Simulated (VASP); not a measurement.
# TiTe2 in VASP: a series of runs

Runs on TiTe2. Level: PBE. Tasks: single point.

All numbers are computed with VASP 6.6.1; they aren't measurements. Logs are shortened: lines on timing, memory, paths and dates and some standing lists are left out, and cuts for length are marked.

### Step 1. The structure

The cell holds a slab with vacuum, 6 atoms: a = 3.777 Å, b = 3.777 Å, c = 21.913 Å, α = 90.00°, β = 90.00°, γ = 120.00°.

### Step 2. Single point, PBE

INCAR reads:

```
PREC = Accurate ; ENCUT = 520
EDIFF = 1E-7 ; ISMEAR = 0
SIGMA = 0.05 ; LREAL = F
LASPH = T ; NELM = 120
ALGO = Normal ; ISIF = 2
LWAVE = F ; LCHARG = F
LDIPOL = T ; IDIPOL = 3
DIPOL = 0.5 0.5 0.500 ; GGA = PE
NBANDS = 38 ; LVHAR = T
LVACPOTAV = T
```

KPOINTS reads:

```
Automatic mesh
0
Gamma
  3 3 1
```

POSCAR reads:

```
TiTe2
1.0
    3.7770008876      0.0000000000      0.0000000000
   -1.8885004438      3.2709787188      0.0000000000
    0.0000000000      0.0000000000     21.9133488000
Te Ti
4 2
Direct
    0.3333333333      0.6666666666      0.2738057088
    0.6666666667      0.3333333334      0.4296627086
    0.3333333333      0.6666666666      0.5703372914
    0.6666666667      0.3333333334      0.7261942912
    0.0000000000      0.0000000000      0.3517342087
    0.0000000000      0.0000000000      0.6482657913
```

Potentials or basis: VASP PAW PBE potentials, release 64 (Te, Ti_sv).

Started as:

```
$ cat potpaw_PBE.64/Te/POTCAR potpaw_PBE.64/Ti_sv/POTCAR > POTCAR
$ mpirun -np 1 vasp_std > vasp.out
```

OUTCAR:

```text
PREC = Accurate
   ENCUT = 520
   EDIFF = 1E-7
   ISMEAR = 0
   LREAL = F
   LASPH = T
   NELM = 120
   ISIF = 2
   GGA = PE

 Found      3 irreducible k-points:

 Following reciprocal coordinates:
            Coordinates               Weight
  0.000000  0.000000  0.000000      1.000000
  0.333333  0.000000  0.000000      6.000000
  0.333333  0.333333  0.000000      2.000000
   k-points           NKPTS =      3   k-points in BZ     NKDIM =      3   number of bands    NBANDS=     38
   number of dos      NEDOS =    301   number of ions     NIONS =      6
   total plane-waves  NPLWV = 131712
   dimension x,y,z NGX =    28 NGY =   28 NGZ =  168
   dimension x,y,z NGXF=    56 NGYF=   56 NGZF=  336
   ions per type =               4   2
   NGX,Y,Z   is equivalent  to a cutoff of  12.32, 12.32, 12.75 a.u.
   NGXF,Y,Z  is equivalent  to a cutoff of  24.65, 24.65, 25.49 a.u.
 SYSTEM =  unknown system
   PREC   = accura    normal or accurate (medium, high low for compatibility)
   ISTART =      0    job   : 0-new  1-cont  2-samecut
   ICHARG =      2    charge: 1-file 2-atom 10-const
   ISPIN  =      1    spin polarized calculation?
   LNONCOLLINEAR =      F non collinear calculations
   LSORBIT =      F    spin-orbit coupling
   LASPH  =      T    aspherical Exc in radial PAW
   ENCUT  =  520.0 eV  38.22 Ry    6.18 a.u.   7.02  7.02 40.74*2*pi/ulx,y,z
   NELM   =    120;   NELMIN=  2; NELMDL= -5     # of ELM steps
   EDIFF  = 0.1E-06   stopping-criterion for ELM
   LREAL  =      F    real-space projection
   EDIFFG = 0.1E-05   stopping-criterion for IOM
   NSW    =      0    number of steps for IOM
   IBRION =     -1    ionic relax: 0-MD 1-quasi-New 2-CG
   NFREE  =      0    steps in history (QN), initial steepest desc. (CG)
   ISIF   =      2    stress and relaxation
   ISYM   =      2    0-nonsym 1-usesym 2-fastsym
   POTIM  = 0.5000    time-step for ionic-motion
   TEBEG  =    0.0;   TEEND  =   0.0 temperature during run
   PSTRESS=    0.0 pullay stress
   NELECT =      48.0000    total number of electrons
   NUPDOWN=      -1.0000    fix difference up-down
   EMIN   =  10.00;   EMAX   =-10.00  energy-range for DOS
   EFERMI =   0.00;   METHOD = LEGACY
   ISMEAR =     0;   SIGMA  =   0.05  broadening in eV -4-tet -1-fermi 0-gaus
   EFERMI_NEDOS =   21; number of points for ismear=-14 and -15
   IALGO  =     38    algorithm
   IMIX   =      4    mixing-type and parameters
     AMIX     =   0.40;   BMIX     =  1.00
     AMIX_MAG =   1.60;   BMIX_MAG =  1.00
  volume/ion in A,a.u.               =      45.12       304.49
  Fermi-wavevector in a.u.,A,eV,Ry     =   0.919695  1.737972 11.508349  0.845840
  Thomas-Fermi vector in A             =   2.044918
   LORBIT       =      0    0 simple, 1 ext, 2 COOP (PROOUT), +10 PAW based schemes
   GGA     = PE    functional components
   LHFCALC =     F    Hartree Fock is set to
   AEXX    =    0.0000 exact exchange contribution
   IVDW    =     0    specifies the selected vdW correction
   LEPSILON=     F    determine dielectric tensor
   LRPA    =     F    only Hartree local field effects (RPA)
 non-spin polarized calculation
 Gauss-broadening in eV      SIGMA  =   0.05
  energy-cutoff  :      520.00
  volume of cell :      270.73
 maximum number of plane-waves:      7302
 NGX is ok and might be reduce to    28
   NGX = 13   NGY = 13   NGZ = 81

 number of electron      47.9999989 magnetization

 dipolmoment           0.000000      0.000000     -0.000000 electrons x Angstroem

 Free energy of the ion-electron system (eV)
  ---------------------------------------------------
  ext. energy  EPLUGINS =         0.00000000
  ---------------------------------------------------
  free energy    TOTEN  =       -31.97797290 eV

  energy without entropy =      -31.96075901  energy(sigma->0) =      -31.96936595

 E-fermi :   2.0480     XC(G=0):  -6.3674

 val. band max:        2.0327765752   @ k =   0.3333   0.0000   0.0000
 cond. band min:       2.1668685011   @ k =   0.3333   0.0000   0.0000
 fundamental gap:      0.1340919259
 Fermi energy:         2.0479676118

 k-point     1 :       0.0000    0.0000    0.0000
  band No.  band energies     occupation
      1     -55.3629      2.00000
      2     -55.3629      2.00000
      3     -31.6425      2.00000
      4     -31.6425      2.00000
      5     -31.5981      2.00000
      6     -31.5981      2.00000
      7     -31.5981      2.00000
      8     -31.5981      2.00000
      9     -10.2706      2.00000
     10      -9.9398      2.00000
     11      -9.3217      2.00000
     12      -9.0060      2.00000
     13      -2.7763      2.00000
     14      -1.7747      2.00000
     15       0.1287      2.00000
     16       0.4183      2.00000
     17       0.4183      2.00000
     18       0.4585      2.00000
     19       0.4585      2.00000
     20       1.5484      2.00000
     21       2.4765      0.00000
     22       2.4765      0.00000
     23       2.4825      0.00000
     24       2.4825      0.00000
     25       2.5186      0.00000
     26       2.8939      0.00000
     27       2.8939      0.00000
     28       2.9865      0.00000
     29       3.0610      0.00000
     30       3.0610      0.00000
     31       5.2806      0.00000
     32       5.2806      0.00000
     33       5.4873      0.00000
     34       5.4873      0.00000
     35       6.2718      0.00000
     36       6.6919      0.00000

 k-point     2 :       0.3333    0.0000    0.0000
  band No.  band energies     occupation
      1     -55.3607      2.00000
      2     -55.3607      2.00000
      3     -31.6355      2.00000
      4     -31.6355      2.00000
      5     -31.6293      2.00000
      6     -31.6293      2.00000
      7     -31.6053      2.00000
      8     -31.6053      2.00000
      9      -9.2322      2.00000
     10      -8.9376      2.00000
     11      -8.6378      2.00000
     12      -8.4810      2.00000
     13      -2.0911      2.00000
     14      -1.9869      2.00000
     15      -1.6021      2.00000
     16      -1.2991      2.00000
     17      -1.1332      2.00000
     18      -0.4381      2.00000
     19       0.2427      2.00000
     20       0.3897      2.00000
     21       0.3948      2.00000
     22       1.0451      2.00000
     23       1.1903      2.00000
     24       1.3802      2.00000
     25       2.0328      1.33256
     26       2.1669      0.00077
     27       3.3256      0.00000
     28       3.3814      0.00000
     29       3.3975      0.00000
     30       3.6138      0.00000
     31       4.4583      0.00000
     32       4.8540      0.00000
     33       5.0299      0.00000
     34       5.1892      0.00000
     35       6.8674      0.00000
     36       6.9420      0.00000

 k-point     3 :       0.3333    0.3333    0.0000
  band No.  band energies     occupation
      1     -55.3596      2.00000
      2     -55.3596      2.00000
      3     -31.6316      2.00000
      4     -31.6316      2.00000
      5     -31.6271      2.00000
      6     -31.6271      2.00000
      7     -31.6270      2.00000
      8     -31.6270      2.00000
      9      -8.3738      2.00000
     10      -8.3738      2.00000
     11      -8.1756      2.00000
     12      -8.1756      2.00000
     13      -2.1011      2.00000
     14      -1.9240      2.00000
     15      -1.9240      2.00000
     16      -1.7745      2.00000
     17      -1.5563      2.00000
     18      -1.5563      2.00000
     19      -0.8941      2.00000
     20      -0.5199      2.00000
     21      -0.0871      2.00000
     22      -0.0871      2.00000
     23       0.2533      2.00000
     24       0.2533      2.00000
     25       3.0416      0.00000
     26       3.0448      0.00000
     27       3.1935      0.00000
     28       3.1935      0.00000
     29       3.4180      0.00000
     30       3.4180      0.00000
     31       4.3182      0.00000
     32       4.3182      0.00000
     33       4.7767      0.00000
     34       4.7767      0.00000
     35       6.4322      0.00000
     36       7.7342      0.00000
 [bands above 36 left out]

------------------------ aborting loop because EDIFF is reached ----------------------------------------

  FORCE on cell =-STRESS in cart. coord.  units (eV):
  Direction    XX          YY          ZZ          XY          YZ          ZX
  --------------------------------------------------------------------------------------
  -------------------------------------------------------------------------------------
  Total        0.5137093      0.5137093      2.0732950      0.0000000      0.0000000      0.0000000
  in kB        3.0401464      3.0401464     12.2698182      0.0000000      0.0000000      0.0000000
  external PRESSURE =       6.1167036 kB  Pullay stress =       0.0000000 kB

 VOLUME and BASIS-vectors are now :
 -----------------------------------------------------------------------------
  energy-cutoff  :      520.00
  volume of cell :      270.73
      direct lattice vectors                 reciprocal lattice vectors
     3.777000888  0.000000000  0.000000000     0.264760330  0.152859448  0.000000000
    -1.888500444  3.270978719  0.000000000     0.000000000  0.305718895  0.000000000
     0.000000000  0.000000000 21.913348800     0.000000000  0.000000000  0.045634285

 POSITION                                       TOTAL-FORCE (eV/Angst)
 -----------------------------------------------------------------------------------
     -0.00000      2.18065      6.00000        -0.000000      0.000000     -0.333740
      1.88850      1.09033      9.41535         0.000000     -0.000000     -0.182902
     -0.00000      2.18065     12.49800         0.000000      0.000000      0.182902
      1.88850      1.09033     15.91335         0.000000      0.000000      0.333740
      0.00000      0.00000      7.70767         0.000000      0.000000      0.273498
      0.00000      0.00000     14.20567        -0.000000     -0.000000     -0.273498
 -----------------------------------------------------------------------------------
    total drift:                               -0.000000     -0.000000      0.000000

  FREE ENERGIE OF THE ION-ELECTRON SYSTEM (eV)
  ---------------------------------------------------
  free  energy   TOTEN  =       -31.9779729039 eV

  energy  without entropy=      -31.9607590053  energy(sigma->0) =      -31.96936595

 vacuum level on the upper side and lower side of the slab         6.970         6.970
```

Run time: 50 s. Hardware: 1 thread of Intel Xeon Platinum 8488C (Sapphire Rapids), shared host; peak memory 0.34 GiB.

The run converged, but some of its settings lie outside the range that counts as converged, so its numbers aren't taken as properties of the slab.

Results:

```
Free energy                     : -31.9780 eV
Largest force                   : 0.334 eV/Å
Band gap on the k mesh          : none (metal or under the smearing width)
Work function of the upper face : 4.92 eV
Work function of the lower face : 4.92 eV
```

Caveat: the k mesh is coarse (spacing up to 0.64 Å⁻¹), so the values aren't converged.

### Step 3. Single point, PBE

This run uses another cell than the first one, of 36.89 Å³/atom, 0.817 times its volume.

Edit INCAR of step 2 so:

```diff
@@ -1,2 +1,2 @@
-PREC = Accurate ; ENCUT = 520
+PREC = Accurate ; ENCUT = 460
 EDIFF = 1E-7 ; ISMEAR = 0
```

KPOINTS reads:

```
Automatic mesh
0
Gamma
  5 5 1
```

POSCAR reads:

```
TiTe2
1.0
    3.7770008876      0.0000000000      0.0000000000
   -1.8885004438      3.2709787188      0.0000000000
    0.0000000000      0.0000000000     17.9133488000
Te Ti
4 2
Direct
    0.3333333333      0.6666666666      0.2232971648
    0.6666666667      0.3333333334      0.4139565909
    0.3333333333      0.6666666666      0.5860434091
    0.6666666667      0.3333333334      0.7767028352
    0.0000000000      0.0000000000      0.3186268779
    0.0000000000      0.0000000000      0.6813731221
```

Potentials or basis: VASP PAW PBE potentials, release 64 (Te, Ti_sv).

Started as:

```
$ cat potpaw_PBE.64/Te/POTCAR potpaw_PBE.64/Ti_sv/POTCAR > POTCAR
$ mpirun -np 1 vasp_std > vasp.out
```

It took 46 s on 1 thread of Intel Xeon Platinum 8488C (Sapphire Rapids), shared host; peak memory 0.3 GiB.

The run converged, but some of its settings lie outside the range that counts as converged, so its numbers aren't taken as properties of the slab.

What came out:

```
Free energy            : -32.3273 eV
Largest force          : 0.228 eV/Å
Band gap on the k mesh : none (metal or under the smearing width)
```

Caveat: the k mesh is coarse (spacing up to 0.38 Å⁻¹), so the values aren't converged.

### Step 4. Single point, PBE

This run uses another cell than the first one, of 32.77 Å³/atom, 0.726 times its volume.

INCAR reads:

```
PREC = Accurate ; ENCUT = 460
EDIFF = 1E-7 ; ISMEAR = 0
SIGMA = 0.05 ; LREAL = F
LASPH = T ; NELM = 120
ALGO = Normal ; ISIF = 2
LWAVE = F ; LCHARG = F
GGA = PE ; NBANDS = 38
LVHAR = T ; LVACPOTAV = T
IDIPOL = 3
```

KPOINTS reads:

```
Automatic mesh
0
Gamma
  7 7 1
```

POSCAR reads:

```
TiTe2
1.0
    3.7770008876      0.0000000000      0.0000000000
   -1.8885004438      3.2709787188      0.0000000000
    0.0000000000      0.0000000000     15.9133488000
Te Ti
4 2
Direct
    0.3333333333      0.6666666666      0.1885209730
    0.6666666667      0.3333333334      0.4031425994
    0.3333333333      0.6666666666      0.5968574006
    0.6666666667      0.3333333334      0.8114790270
    0.0000000000      0.0000000000      0.2958317862
    0.0000000000      0.0000000000      0.7041682138
```

Started as:

```
$ cat potpaw_PBE.64/Te/POTCAR potpaw_PBE.64/Ti_sv/POTCAR > POTCAR
$ mpirun -np 1 vasp_std > vasp.out
```

Run time: 61 s. Hardware: 1 thread of Intel Xeon Platinum 8488C (Sapphire Rapids), shared host; peak memory 0.29 GiB.

The run converged, but some of its settings lie outside the range that counts as converged, so its numbers aren't taken as properties of the slab.

Results:

```
Free energy            : -32.3582 eV
Largest force          : 0.234 eV/Å
Band gap on the k mesh : none (metal or under the smearing width)
```
